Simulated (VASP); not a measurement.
Input of a VASP 6.6.1 run:

POSCAR

```
CaSe                                    
1.0
    0.0000000000      2.9384610340      2.9384610340
    2.9384610340      0.0000000000      2.9384610340
    2.9384610340      2.9384610340      0.0000000000
  Ca              Se            
     1     1
Direct
     0.0000000000000000    0.0000000000000000    0.0000000000000000
     0.5000000000000000    0.5000000000000000    0.5000000000000000
```

Contents of INCAR.step1:

```
PREC = Accurate
ENCUT = 520
EDIFF = 1E-5
ISMEAR = 0
SIGMA = 0.03
LREAL = False
LASPH = True
NELM = 80
ALGO = Normal
ISIF = 2
LWAVE = True
LCHARG = False
GGA = PE
```

Contents of INCAR.step2:

```
PREC = Accurate
ENCUT = 520
EDIFF = 1E-6
ISMEAR = 0
SIGMA = 0.03
LREAL = False
LASPH = True
NELM = 80
ALGO = Normal
ISIF = 2
LWAVE = False
LCHARG = False
METAGGA = MBJ
ISTART = 1
```

Contents of KPOINTS:

```
regular mesh
0
Gamma
  8 8 8
```

File KPOINTS_OPT:

```
explicit points
252
Reciprocal
 0.0000000000  0.0000000000  0.0000000000 1
 0.0357142857  0.0000000000  0.0357142857 1
 0.0714285714  0.0000000000  0.0714285714 1
 0.1071428571  0.0000000000  0.1071428571 1
 0.1428571429  0.0000000000  0.1428571429 1
 0.1785714286  0.0000000000  0.1785714286 1
[... 244 lines left out ...]
 0.4883566600  0.0116433400  0.5000000000 1
 0.5116433400 -0.0116433400  0.5000000000 1
```

Potentials or basis: VASP PAW PBE potentials, release 64 (Ca_sv, Se).

Launch:

```bash
$ cat potpaw_PBE.64/Ca_sv/POTCAR potpaw_PBE.64/Se/POTCAR > POTCAR
$ cp INCAR.step1 INCAR
$ mpirun -np 1 vasp_std > vasp.out
$ cp INCAR.step2 INCAR
$ mpirun -np 1 vasp_std > vasp.out
```

(1) What does it give for the band gap on the k mesh?

(2) Estimate the band gap along the path.

Answers

(1) 2.82 eV, indirect (least direct gap 3.67 eV).

(2) 2.82 eV, indirect (least direct gap 3.67 eV).

**Experimental background.**

A printed reference work, monograph, original work of 1988 reports, for a bulk crystal of CaSe at 2 K: band gap 3.85 eV (indirect).

A measured gap of CaSe is 3.85 eV (indirect; 2 K; a printed reference work, monograph, original work of 1988); the calculated 2.82 eV misses it by -1.03 eV. Spin-orbit coupling on Se is left out. The value is that of TB-mBJ, without temperature or zero-point motion.
